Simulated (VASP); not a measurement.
# BAs (F-43m) in VASP: further runs

The runs below take BAs through relaxation of cell and atoms, single point, with PBE.

Program: VASP 6.6.1. These are calculated values, not measurements. Logs are shortened: lines on timing, memory, paths and dates and some standing lists are left out, and cuts for length are marked.

## Step 1: Starting point

Symmetry: F-43m, No. 216, cubic system. Conventional cell: a = 4.777 Å, b = 4.777 Å, c = 4.777 Å, α = 90.00°, β = 90.00°, γ = 90.00°. Around B (site symmetry -43m) lie 4 As at 2.07 Å. As (site symmetry -43m) is surrounded by 4 B at 2.07 Å.

## Step 2: Relaxation of cell and atoms, PBE

Contents of INCAR:

```
  PREC = Accurate
  ENCUT = 520
  EDIFF = 1E-7
  ISMEAR = 0
  SIGMA = 1.0
  LREAL = F
  LASPH = T
  NELM = 80
  ALGO = Normal
  ISIF = 3
  LWAVE = F
  LCHARG = F
  GGA = PE
  IBRION = 2
  NSW = 80
  EDIFFG = -0.002
```

Contents of KPOINTS:

```
regular mesh
0
Gamma
  12 12 12
```

Contents of POSCAR:

```
BAs
1.0
    0.0000000000      2.3885000000      2.3885000000
    2.3885000000      0.0000000000      2.3885000000
    2.3885000000      2.3885000000      0.0000000000
B As
1 1
Direct
    0.0000000000      0.0000000000      0.0000000000
    0.2500000000      0.2500000000      0.2500000000
```

Potentials or basis: VASP PAW PBE potentials, release 64 (B, As).

Run with:

```sh
> cat potpaw_PBE.64/B/POTCAR potpaw_PBE.64/As/POTCAR > POTCAR
> mpirun -np 1 vasp_std > vasp.out
```

OUTCAR:

```text
PREC = Accurate
   ENCUT = 520
   EDIFF = 1E-7
   ISMEAR = 0
   LREAL = F
   LASPH = T
   NELM = 80
   ISIF = 3
   GGA = PE
   IBRION = 2
   NSW = 80
   EDIFFG = -0.002

 ion  position               nearest neighbor table
   1  0.000  0.000  0.000-   2 2.07   2 2.07   2 2.07   2 2.07
   2  0.250  0.250  0.250-   1 2.07   1 2.07   1 2.07   1 2.07

  LATTYP: Found a face centered cubic cell.
 ALAT       =     4.7770000000

  Lattice vectors:

 A1 = (   0.0000000000,   2.3885000000,   2.3885000000)
 A2 = (   2.3885000000,   0.0000000000,   2.3885000000)
 A3 = (   2.3885000000,   2.3885000000,   0.0000000000)

Analysis of symmetry for initial positions (statically):
=====================================================================
 Subroutine PRICEL returns:
 Original cell was already a primitive cell.

 Routine SETGRP: Setting up the symmetry group for a
 face centered cubic supercell.

 Subroutine GETGRP returns: Found 24 space group operations
 (whereof 24 operations were pure point group operations)
 out of a pool of 48 trial point group operations.

The static configuration has the point symmetry T_d .

Analysis of symmetry for dynamics (positions and initial velocities):
=====================================================================
 Subroutine PRICEL returns:
 Original cell was already a primitive cell.

 Routine SETGRP: Setting up the symmetry group for a
 face centered cubic supercell.

 Subroutine GETGRP returns: Found 24 space group operations
 (whereof 24 operations were pure point group operations)
 out of a pool of 48 trial point group operations.

The dynamic configuration has the point symmetry T_d .

 Subroutine INISYM returns: Found 24 space group operations
 (whereof 24 operations are pure point group operations),
 and found     1 'primitive' translations

----------------------------------------------------------------------------------------

                                     Primitive cell

  volume of cell :      27.2525

  direct lattice vectors                    reciprocal lattice vectors
     0.000000000  2.388500000  2.388500000    -0.209336404  0.209336404  0.209336404
     2.388500000  0.000000000  2.388500000     0.209336404 -0.209336404  0.209336404
     2.388500000  2.388500000  0.000000000     0.209336404  0.209336404 -0.209336404

  length of vectors
     3.377849094  3.377849094  3.377849094     0.362581287  0.362581287  0.362581287

  position of ions in fractional coordinates (direct lattice)
     0.000000000  0.000000000  0.000000000
     0.250000000  0.250000000  0.250000000

  ion indices of the primitive-cell ions
   primitive index   ion index
                 1           1
                 2           2

----------------------------------------------------------------------------------------

 KPOINTS: regular mesh

Automatic generation of k-mesh.
 Grid dimensions read from file:
 generate k-points for:   12   12   12

 Generating k-lattice:

  Cartesian coordinates                     Fractional coordinates (reciprocal lattice)
    -0.017444700  0.017444700  0.017444700     0.083333333  0.000000000  0.000000000
     0.017444700 -0.017444700  0.017444700     0.000000000  0.083333333  0.000000000
     0.017444700  0.017444700 -0.017444700     0.000000000  0.000000000  0.083333333

  Length of vectors
     0.030215107  0.030215107  0.030215107

  Shift w.r.t. Gamma in fractional coordinates (k-lattice)
     0.000000000  0.000000000  0.000000000

 Subroutine IBZKPT returns following result:
 ===========================================

 Found     72 irreducible k-points:

 Following reciprocal coordinates:
            Coordinates               Weight
  0.000000  0.000000  0.000000      1.000000
  0.083333  0.000000  0.000000      8.000000
  0.166667  0.000000  0.000000      8.000000
  0.250000  0.000000  0.000000      8.000000
  0.333333  0.000000  0.000000      8.000000
  0.416667  0.000000  0.000000      8.000000
[... 16 lines left out ...]
  0.500000  0.166667  0.000000     24.000000
 -0.416667  0.166667  0.000000     24.000000
 [... further k-points ...]
   k-points           NKPTS =     72   k-points in BZ     NKDIM =     72   number of bands    NBANDS=      8
   number of dos      NEDOS =    301   number of ions     NIONS =      2
   total plane-waves  NPLWV =  21952
   dimension x,y,z NGX =    28 NGY =   28 NGZ =   28
   dimension x,y,z NGXF=    56 NGYF=   56 NGZF=   56
   ions per type =               1   1
   NGX,Y,Z   is equivalent  to a cutoff of  13.78, 13.78, 13.78 a.u.
   NGXF,Y,Z  is equivalent  to a cutoff of  27.56, 27.56, 27.56 a.u.
 SYSTEM =  unknown system
   PREC   = accura    normal or accurate (medium, high low for compatibility)
   ISTART =      0    job   : 0-new  1-cont  2-samecut
   ICHARG =      2    charge: 1-file 2-atom 10-const
   ISPIN  =      1    spin polarized calculation?
   LNONCOLLINEAR =      F non collinear calculations
   LSORBIT =      F    spin-orbit coupling
   LASPH  =      T    aspherical Exc in radial PAW
   ENCUT  =  520.0 eV  38.22 Ry    6.18 a.u.   6.28  6.28  6.28*2*pi/ulx,y,z
   NELM   =     80;   NELMIN=  2; NELMDL= -5     # of ELM steps
   EDIFF  = 0.1E-06   stopping-criterion for ELM
   LREAL  =      F    real-space projection
   EDIFFG = -.2E-02   stopping-criterion for IOM
   NSW    =     80    number of steps for IOM
   IBRION =      2    ionic relax: 0-MD 1-quasi-New 2-CG
   NFREE  =      1    steps in history (QN), initial steepest desc. (CG)
   ISIF   =      3    stress and relaxation
   ISYM   =      2    0-nonsym 1-usesym 2-fastsym
   POTIM  = 0.5000    time-step for ionic-motion
   TEBEG  =    0.0;   TEEND  =   0.0 temperature during run
   PSTRESS=    0.0 pullay stress
   NELECT =       8.0000    total number of electrons
   NUPDOWN=      -1.0000    fix difference up-down
   EMIN   =  10.00;   EMAX   =-10.00  energy-range for DOS
   EFERMI =   0.00;   METHOD = LEGACY
   ISMEAR =     0;   SIGMA  =   1.00  broadening in eV -4-tet -1-fermi 0-gaus
   EFERMI_NEDOS =   21; number of points for ismear=-14 and -15
   IALGO  =     38    algorithm
   IMIX   =      4    mixing-type and parameters
     AMIX     =   0.40;   BMIX     =  1.00
     AMIX_MAG =   1.60;   BMIX_MAG =  1.00
  volume/ion in A,a.u.               =      13.63        91.95
  Fermi-wavevector in a.u.,A,eV,Ry     =   1.088018  2.056057 16.106360  1.183784
  Thomas-Fermi vector in A             =   2.224191
   LORBIT       =      0    0 simple, 1 ext, 2 COOP (PROOUT), +10 PAW based schemes
   GGA     = PE    functional components
   LHFCALC =     F    Hartree Fock is set to
   AEXX    =    0.0000 exact exchange contribution
   IVDW    =     0    specifies the selected vdW correction
   LEPSILON=     F    determine dielectric tensor
   LRPA    =     F    only Hartree local field effects (RPA)
 conjugate gradient relaxation of ions
 non-spin polarized calculation
 Gauss-broadening in eV      SIGMA  =   1.00
  energy-cutoff  :      520.00
  volume of cell :       27.25
 maximum number of plane-waves:       754
 NGX is ok and might be reduce to    28
   NGX = 13   NGY = 13   NGZ = 13

--------------------------------------- Ionic step        1  -------------------------------------------

 number of electron       8.0000000 magnetization

 Free energy of the ion-electron system (eV)
  ---------------------------------------------------
  ext. energy  EPLUGINS =         0.00000000
  ---------------------------------------------------
  free energy    TOTEN  =       -11.41479122 eV

  energy without entropy =      -11.37780752  energy(sigma->0) =      -11.39629937

------------------------ aborting loop because EDIFF is reached ----------------------------------------

  FORCE on cell =-STRESS in cart. coord.  units (eV):
  Direction    XX          YY          ZZ          XY          YZ          ZX
  --------------------------------------------------------------------------------------
  -------------------------------------------------------------------------------------
  Total        0.5812220      0.5812220      0.5812220      0.0000000      0.0000000     -0.0000000
  in kB       34.1701483     34.1701483     34.1701483      0.0000000      0.0000000     -0.0000000
  external PRESSURE =      34.1701483 kB  Pullay stress =       0.0000000 kB
[... 57 lines left out ...]
  energy  without entropy=      -11.3809143311  energy(sigma->0) =      -11.39971899

--------------------------------------- Ionic step        3  -------------------------------------------

 number of electron       8.0000000 magnetization

 Free energy of the ion-electron system (eV)
  ---------------------------------------------------
  ext. energy  EPLUGINS =         0.00000000
  ---------------------------------------------------
  free energy    TOTEN  =       -11.42186197 eV

  energy without entropy =      -11.38455642  energy(sigma->0) =      -11.40320919

 E-fermi :   6.3704     XC(G=0): -10.4822

 val. band max:        5.8497996360   @ k =   0.0000   0.0000   0.0000
 cond. band min:       7.0615036235   @ k =   0.4167   0.4167   0.0000
 fundamental gap:      1.2117039875
 Fermi energy:         6.3703984295

 k-point     1 :       0.0000    0.0000    0.0000
  band No.  band energies     occupation
      1      -9.3274      2.00000
      2       5.8498      1.53841
      3       5.8498      1.53841
      4       5.8498      1.53841
      5       9.0988      0.00011
      6       9.0988      0.00011
      7       9.0988      0.00011
      8      10.2252      0.00000
[... 243 lines left out ...]
 k-point    24 :      -0.4167    0.1667    0.0000
  band No.  band energies     occupation
      1      -6.2548      2.00000
      2      -2.3848      2.00000
      3       1.9755      2.00000
      4       3.5659      1.99993
      5       9.0364      0.00016
      6      11.2891      0.00000
      7      11.8294      0.00000
      8      14.9321      0.00000

 [... further k-points ...]
[... 5 lines left out ...]
  --------------------------------------------------------------------------------------
  -------------------------------------------------------------------------------------
  Total        0.0013365      0.0013365      0.0013365     -0.0000000      0.0000000      0.0000000
  in kB        0.0766616      0.0766616      0.0766616     -0.0000000      0.0000000      0.0000000
  external PRESSURE =       0.0766616 kB  Pullay stress =       0.0000000 kB
[... 17 lines left out ...]
  FREE ENERGIE OF THE ION-ELECTRON SYSTEM (eV)
  ---------------------------------------------------
  free  energy   TOTEN  =       -11.4218619712 eV

  energy  without entropy=      -11.3845564167  energy(sigma->0) =      -11.40320919

 reached required accuracy - stopping structural energy minimisation
```

Run time: 33 s. Hardware: 1 thread of Intel Xeon Platinum 8488C (Sapphire Rapids), shared host; peak memory 0.17 GiB.

Results:

```
Free energy                            : -11.4219 eV
Relaxed volume                         : 13.97 Å³/atom
Relaxed cell                           : a = 3.406 Å, b = 3.406 Å, c = 3.406 Å, α = 60.00°, β = 60.00°, γ = 60.00°
Space group after relaxing (to 0.05 Å) : F-43m (No. 216)
Energy gained by relaxing              : 3.5 meV/atom
Ionic steps                            : 3
Pressure after relaxing                : 0.0 GPa
Band gap on the k mesh                 : 1.21 eV, indirect (least direct gap 3.25 eV)
```

Step by step:
| step | energy change (eV) | largest force (eV/Å) | pressure (GPa) | volume (Å³) |
| --- | --- | --- | --- | --- |
| 1 | 0.0000 | 0.0000 | 3.42 | 27.25 |
| 2 | -0.0037 | 0.0000 | -2.17 | 28.41 |
| 3 | -0.0071 | 0.0000 | 0.01 | 27.93 |

Final structure:
```yaml
crystal:
  lattice:
    - [0.00000, 2.40817, 2.40817]
    - [2.40817, 0.00000, 2.40817]
    - [2.40817, 2.40817, 0.00000]
  atoms:
    - { symbol: B, position: [0.00000, 0.00000, 0.00000] }
    - { symbol: As, position: [0.25000, 0.25000, 0.25000] }
```

Levels at points of the mesh, in eV from the valence-band top:
```csv
k point,band 1,band 2,band 3,band 4,band 5,band 6,band 7,band 8
"(0.00, 0.00, 0.00)",-15.18,0.00,0.00,0.00,3.25,3.25,3.25,4.38
"(0.50, 0.00, 0.00)",-12.39,-8.61,-1.78,-1.78,2.55,4.75,4.75,8.82
"(0.50, 0.50, 0.00)",-11.12,-8.39,-3.98,-3.98,1.46,1.47,11.13,11.13
```

A k mesh can miss the band edges. PBE usually gives volumes a little too large and moduli too small.

## Step 3: Relaxation of cell and atoms, PBE

This run uses another cell than the first one, of 13.97 Å³/atom, 1.025 times its volume.

INCAR is that of step 2.

KPOINTS is that of step 2.

Contents of POSCAR:

```
BAs                                     
1.0
   -0.0000000000      2.4081725678      2.4081725678
    2.4081725678      0.0000000000      2.4081725678
    2.4081725678      2.4081725678     -0.0000000000
  B               As            
     1     1
Direct
     0.0000000000000000    0.0000000000000000    0.0000000000000000
     0.2500000000000000    0.2500000000000000    0.2500000000000000
```

Potentials or basis: VASP PAW PBE potentials, release 64 (B, As).

Run with:

```sh
> cat potpaw_PBE.64/B/POTCAR potpaw_PBE.64/As/POTCAR > POTCAR
> mpirun -np 1 vasp_std > vasp.out
```

Run time: 17 s. Hardware: 1 thread of Intel Xeon Platinum 8488C (Sapphire Rapids), shared host; peak memory 0.16 GiB.

Results (log left out):

```
Free energy             : -11.4220 eV
Pressure after relaxing : 0.0 GPa
Band gap on the k mesh  : 1.21 eV, indirect (least direct gap 3.25 eV)
```

Final structure:
```yaml
crystal:
  lattice:
    - [0.00000, 2.40817, 2.40817]
    - [2.40817, 0.00000, 2.40817]
    - [2.40817, 2.40817, 0.00000]
  atoms:
    - { symbol: B, position: [0.00000, 0.00000, 0.00000] }
    - { symbol: As, position: [0.25000, 0.25000, 0.25000] }
```

Levels at points of the mesh, in eV from the valence-band top:
| k point | band 1 | band 2 | band 3 | band 4 | band 5 | band 6 | band 7 | band 8 |
| --- | --- | --- | --- | --- | --- | --- | --- | --- |
| (0.00, 0.00, 0.00) | -15.18 | 0.00 | 0.00 | 0.00 | 3.25 | 3.25 | 3.25 | 4.38 |
| (0.50, 0.00, 0.00) | -12.39 | -8.61 | -1.78 | -1.78 | 2.55 | 4.76 | 4.76 | 8.82 |
| (0.50, 0.50, 0.00) | -11.12 | -8.39 | -3.98 | -3.98 | 1.46 | 1.47 | 11.13 | 11.13 |

Caveat: the relaxation stopped at its first step, so nothing moved.

## Step 4: Single point, PBE

This run uses another cell than the first one, of 13.97 Å³/atom, 1.025 times its volume.

Contents of INCAR:

```
  PREC = Accurate
  ENCUT = 520
  EDIFF = 1E-7
  ISMEAR = 0
  SIGMA = 1.0
  LREAL = F
  LASPH = T
  NELM = 80
  ALGO = Normal
  ISIF = 2
  LWAVE = F
  LCHARG = F
  GGA = PE
  NBANDS = 11
```

KPOINTS is that of step 3.

Contents of POSCAR:

```
BAs                                     
1.0
    0.0000000000      2.4081725678      2.4081725678
    2.4081725678      0.0000000000      2.4081725678
    2.4081725678      2.4081725678      0.0000000000
  B               As            
     1     1
Direct
     0.0000000000000000    0.0000000000000000    0.0000000000000000
     0.2500000000000000    0.2500000000000000    0.2500000000000000
```

Run with:

```sh
> cat potpaw_PBE.64/B/POTCAR potpaw_PBE.64/As/POTCAR > POTCAR
> mpirun -np 1 vasp_std > vasp.out
```

Run time: 20 s. Hardware: 1 thread of Intel Xeon Platinum 8488C (Sapphire Rapids), shared host; peak memory 0.17 GiB.

The run converged. Its results:

| Property | Result |
| --- | --- |
| Free energy | -11.4220 eV |
| Pressure | 0.0 GPa |
| Band gap on the k mesh | 1.21 eV, indirect (least direct gap 3.25 eV) |

Levels at points of the mesh, in eV from the valence-band top:
| k point | band 1 | band 2 | band 3 | band 4 | band 5 | band 6 | band 7 | band 8 | band 9 |
| --- | --- | --- | --- | --- | --- | --- | --- | --- | --- |
| (0.00, 0.00, 0.00) | -15.18 | 0.00 | 0.00 | 0.00 | 3.25 | 3.25 | 3.25 | 4.38 | 9.47 |
| (0.50, 0.00, 0.00) | -12.39 | -8.61 | -1.78 | -1.78 | 2.55 | 4.76 | 4.76 | 8.82 | 12.54 |
| (0.50, 0.50, 0.00) | -11.12 | -8.39 | -3.98 | -3.98 | 1.46 | 1.47 | 11.13 | 11.13 | 12.64 |
